Boron arsenide looks, at first sight, like a simple chain of two masses and one spring. A light boron atom (m = 10.81 amu) alternates with a heavy arsenic atom (M = 74.92 amu), and each is bonded to four of the other kind. In such a chain the optical frequency is highest for infinitely long waves, at the zone centre Γ, and falls towards short waves. At the shortest wave only one kind of atom moves in each mode, so the zone-boundary frequencies follow from the Γ frequency and the masses alone.

The steps are short. At Γ the two sublattices move rigidly against each other, so the stiffness felt is k₀ = μω_Γ², with μ = mM/(m+M) the reduced mass. If forces act only between bonded neighbours, an atom whose neighbours stand still feels this same k₀. The same PBE calculation gives ω_Γ = 677.3 cm⁻¹ for the transverse optical mode, and two levels follow, one for each atom vibrating in a still cage of the other:

ω_B = ω_Γ √(M/(m+M)) = 633.2 cm⁻¹
ω_As = ω_Γ √(m/(m+M)) = 240.5 cm⁻¹

Three acoustic modes near the arsenic level, three optical modes near the boron level and an empty gap between them: this is the first step of the rule. The table holds the calculated harmonic frequencies. The mode q point is the wave vector, in units of 2π/a: X = (1, 0, 0), L = (½, ½, ½), W = (1, ½, 0), U = (1, ¼, ¼). The mode branch only counts upwards in frequency; the equal pairs at X and L are the transverse modes (TA, TO), and the single ones are longitudinal (LA, LO).

Harmonic phonon frequencies of BAs (F-43m, 2-atom cell), calculated with Ansatz 0.2.0 using the PBE functional, scalar-relativistic PAW, a 420 eV plane-wave cutoff and a 12×12×12 k mesh. The force constants come from linear response on a 4×4×4 q mesh and are interpolated with the long-range term, but without its quadrupole part.

```
row  mode phonon frequency (cm^-1)  mode q point  mode branch
  1                          191.3             X            1
  2                          191.3             X            2
  3                          312.2             X            3
  4                          610.3             X            4
  5                          610.3             X            5
  6                          712.6             X            6
  7                          189.5             U            1
  8                          240.1             U            2
  9                          281.2             U            3
 10                          599.8             U            4
 11                          615.5             U            5
 12                          693.6             U            6
 13                          189.5             K            1
 14                          240.1             K            2
 15                          281.2             K            3
 16                          599.8             K            4
 17                          615.5             K            5
 18                          693.6             K            6
 19                          138.7             L            1
 20                          138.7             L            2
 21                          302.9             L            3
 22                          650.2             L            4
 23                          650.2             L            5
 24                          684.0             L            6
 25                          220.2             W            1
 26                          252.4             W            2
 27                          258.6             W            3
 28                          603.0             W            4
 29                          609.9             W            5
 30                          683.0             W            6
```

The gap is there. The highest acoustic row is 312.2 cm⁻¹ and the lowest optical row 599.8, and the calculated density of states is empty over most of the interval between them. The mass contrast is the standard cause, and the two levels put the two groups in the right places. The spread within each group is what the naive picture lacks, and the rows at X show why.

Rows 1 to 6, the point X. The longitudinal optical mode stands at 712.6 cm⁻¹, above the Γ value instead of below it, and the ratio LO/LA is 2.283 where equal springs demand √(M/m) = 2.633. Symmetry makes these two rows easy to read: for a longitudinal wave at X the two atomic planes on either side of a given plane move oppositely, their pulls cancel, and each mode lives on one sublattice only. That the upper mode is boron and the lower arsenic is argued from the masses. Mass times frequency squared is then directly the stiffness that each atom feels.

With 1 amu cm⁻² = 5.892×10⁻⁵ N/m for the conversion, the stiffnesses are:

k₀ = μω_Γ² = 255 N/m
mω_LO²(X) = 323 N/m
Mω_LA²(X) = 430 N/m

For longitudinal motion both atoms are held more stiffly at X than at Γ. At Γ all atoms of one kind move together and forces between them do no work, whereas at X neighbouring planes of the same kind move against each other. The excess over k₀ is therefore a measure of boron–boron and arsenic–arsenic forces. The cheapest source of such forces in a covalent crystal is resistance to bending: an As–B–As angle couples the two arsenic atoms at its ends.

This leads to the second step, the Keating model, with a bond-stretching constant α and an angle-bending constant β. At Γ both resist, k₀ = 4(α + β), so the Γ frequency fixes their sum and one constant remains free. Along [100] and [111] whole atomic planes move as units, and each polarisation is again a chain of alternating masses, now with two different springs k₁ and k₂ on the two sides of a plane. At the zone boundary the second neighbours along the chain move oppositely, so an atom feels the sum of the springs on itself and their difference as the coupling to the other sublattice. With d the stiffness on the atom and o the coupling,

(d/m − ω²)(d/M − ω²) = o²/(mM)
ω² = d/(2μ) ± √[ (d²/4)(1/m − 1/M)² + o²/(mM) ]

The chain analogy holds for these two directions, and it leaves out the forces between like planes, which have to be added to d. Projecting the four bonds and the six angles of each atom on the direction of motion gives four cases. For transverse motion at X, the bonds on one side of a plane are stretched (k₁ = 4α) and those on the other only tilted (k₂ = 4β). For longitudinal motion at X the two sides are equal; at both X and L the angles add a like-atom term to d.

X, longitudinal: d = 4α + 8β, o = 0
X, transverse: d = 4α + 4β, o = 4α − 4β
L, longitudinal: d = 4α + 7β, o = 2α − 6β
L, transverse: d = 4α + 4β, o = 4α

The free constant was obtained by least squares on the relative errors of all 24 distinct rows, with the full six-by-six Keating matrix, modes paired by rank and K left out as a repeat of U. The result is α = 48.8 N/m, and β = 255.4/4 − 48.8 = 15.05 N/m, a bending constant about three tenths of the stretching one. Both rows worked below were part of that fit. Row 6, the LO mode at X, needs one line because o = 0:

d = 4 × 48.8 + 8 × 15.05 = 315.6 N/m
ω = √[315.6 / (10.81 × 5.892×10⁻⁵)] = 704 cm⁻¹

The table has 712.6, so the estimate is 1.2 % low relative to the calculation, and the rise above the Γ value is reproduced. Row 1, the TA mode at X, needs the full formula with d = k₀ and o = 134.9 N/m. All three terms are in cm⁻²:

d/(2μ) = ω_Γ²/2 = 677.34²/2 = 2.294×10⁵
(d/2)(1/m − 1/M) = 2.294×10⁵ × (64.11/85.73) = 1.715×10⁵
o/√(mM) = 134.9 / (5.892×10⁻⁵ × √(10.81 × 74.92)) = 0.805×10⁵
√(1.715² + 0.805²) × 10⁵ = 1.895×10⁵
ω_TA = √[(2.294 − 1.895) × 10⁵] = 200 cm⁻¹

This is 4 % above the 191.3 of the table. The mechanism is visible in the formula: coupling pushes the two levels apart, because boron follows arsenic along the stiff bonds and leaves only the tilted ones to resist. The product of the two roots is 4k₁k₂/(mM), so the TA frequency rises with β, as √β while β is small, and would vanish without bending forces. The plus sign of the same sum gives 647 cm⁻¹ for the TO pair, 6 % above the table.

X also holds the worst row of the model. One bending constant gives both longitudinal modes the same d, an excess of 4β ≈ 60 N/m over k₀. Boron needs 323 − 255 = 68, which is close, but arsenic needs 430 − 255 = 175, and the LA estimate falls 14 % short. By the argument above, the larger excess measures arsenic–arsenic forces. Forces between adjacent arsenic planes are expected to be enough for this longitudinal branch, without longer range; what kind of force they are is not determined here. Allowing separate bending constants at boron and at arsenic, fitted in the same way, mainly moves the trouble: LA improves but stays low, LO(X) drops about 9 % below the table, and the root-mean-square error over the distinct rows falls only from 6.7 to 5.7 %. The reason is a budget: the two excesses add up to 243 N/m, which would need a mean bending constant near 30 N/m, twice what the TA modes allow. Bending supplies only about half of the like-atom stiffening.

The TO misfit has a plain form too. The two roots of the formula add up to d/μ, so a transverse pair with d = k₀ must have ω_TA² + ω_TO² = ω_Γ². The table gives 0.892 of that at X, while the longitudinal pair gives 1.319. Like-atom forces, weighted by inverse mass so that boron counts most, thus soften the transverse pair on balance, which the Keating model does not allow, and a hand estimate of TO at X will come out high for that reason.

Rows 7 to 18, the points U and K. These are equivalent wave vectors, so the second six rows repeat the first six and count once. They are also the only rows that are interpolated between directly calculated points, and the interpolation lacks the quadrupole term. That the lowest optical value lies at U (599.8) rather than at W (603.0) is therefore not secure. No pair is degenerate here. A mirror plane separates the two motions perpendicular to it from the other four, but those four mix, and the chain picture no longer gives a simple formula for the whole set.

What survives for hand work is the first step, read as a statement about averages. With bonded-neighbour forces only, the sum of all six ω² equals the trace of the dynamical matrix, 3k₀/m + 3k₀/M = 3ω_Γ², at every wave vector. At U the table exceeds this by 1.2 %, and the root-mean-square values of the acoustic and optical trios, 239.9 and 637.6 cm⁻¹, lie within 1 % of the two levels. The agreement is closer than the model warrants. In the sum of six, as the pair sums at X show, longitudinal stiffening and transverse softening largely cancel. The trace does not fix each trio: coupling alone pushes the acoustic trio below the arsenic level (bonded-neighbour springs give 202, 202 and 241 cm⁻¹ at X), and the match in the table needs like-atom stiffening to offset it. The two levels give the centre of each trio, not its members.

Rows 19 to 24, the point L. The lowest frequency of the table, 138.7 cm⁻¹, is the TA pair here, and the arsenic level overshoots it by 73 %. Along [111] the planes are joined alternately by one bond parallel to the wave and by three oblique ones. For transverse motion the three oblique bonds lock a boron plane and an arsenic plane into a stiff double layer (k₁ = 4α + 2β), and the double layers slide past each other against the tilting of the single bond (k₂ = 2β). The weak spring is half of that at X, which is why TA drops: the model gives TA(L)/TA(X) = 0.744, the table 0.725.

The longitudinal modes at L behave in the opposite way. In the model the single bond, stretched along its length, is about as stiff as the three oblique ones together, and o = 2α − 6β nearly vanishes for a ratio β/α close to one third. The model's sublattices are then almost uncoupled, with d smaller by β than at X; unlike at X, no symmetry enforces this, and the two rows do not test it. The estimate for LO is 687 cm⁻¹ against 684.0, and LA is again 14 % low, a shortfall of the same size as at X, though its assignment to arsenic rests here on the model. Because the transverse coupling is strongest here, L is also the point where the first step fails even for the average, overshooting the acoustic trio by 15 %.

Rows 25 to 30, the point W. The three acoustic modes bunch between 220.2 and 258.6 cm⁻¹, and the arsenic level alone is within about 9 % of each, so the crude step serves best here. The full Keating matrix puts all three acoustic modes too low and all three optical modes 5 to 6 % too high. It also makes the top branch higher at W and U than at X, whereas the table has its maximum at X. The rule finds the level of a branch but not differences of a few per cent between points.

Over the 24 distinct rows, the two bare levels miss optical rows by −11 to +6 % of the calculated value, and acoustic rows by −23 to +73 %. The first step is thus a fair estimate for any optical mode and unreliable for a single acoustic one. The second step brings the root-mean-square error to 6.7 %, with a range from −14 to +7 %. Its errors are systematic: branch 3 is too low and branches 4 and 5 are too high at each of the four points.

Two checks say how far this carries. A round guess of β/α = 0.25 in place of the fitted value raises the root-mean-square error only to 7.7 %, so the overall error changes little between these two ratios. Four directly calculated wave vectors inside the zone, 24 modes not used in the fit, are met to 6.8 %, with the same pattern of signs in branches 3 to 5. The TA pairs change sign: 7 and 6 % low halfway to X and to L, 4 and 7 % high at the boundary. This is the known weakness of the Keating model, whose TA branch flattens too little towards the zone boundary. Keeping the bonded-neighbour springs but deleting the like-atom terms, with β refitted, gives 10.1 % and puts LO below TO at X and L, against the order of the table.

The first step belongs to the zone boundary only. Towards Γ the acoustic frequencies go to zero as both atoms move together, and halfway to L the arsenic level is already 56 % above the acoustic average. It also needs unequal masses: the two levels stand in the ratio √(M/m), and as the masses approach each other the levels merge. Only the coupling term then splits a pair, and where it vanishes, as for longitudinal waves at X, the model leaves no gap within the pair; in a real compound, unequal stiffnesses of the two sublattices could still split it. At equal stiffness, a heavier partner for boron would lower the partner's level and leave the boron level, √(k₀/m), where it is. That trend is argued from the formula, since one compound does not vary the masses.

The second step assumes tetrahedral bonds and neglects long-range Coulomb forces. In this calculation the Born charges are only ±0.44 e and the LO–TO splitting at Γ is 2.7 cm⁻¹, so a single ω_Γ is well defined; in a strongly polar crystal it is not, and a Coulomb term must be added. At a fixed ratio β/α every estimate is proportional to ω_Γ, which was taken here from the same harmonic PBE calculation, on one q mesh without a convergence test. The accuracies above are therefore relative to that calculation. PBE tends to make bonds slightly too long and phonons slightly too soft, so an estimate meant for comparison with experiment should start from a measured ω_Γ, which rescales all values by one factor.
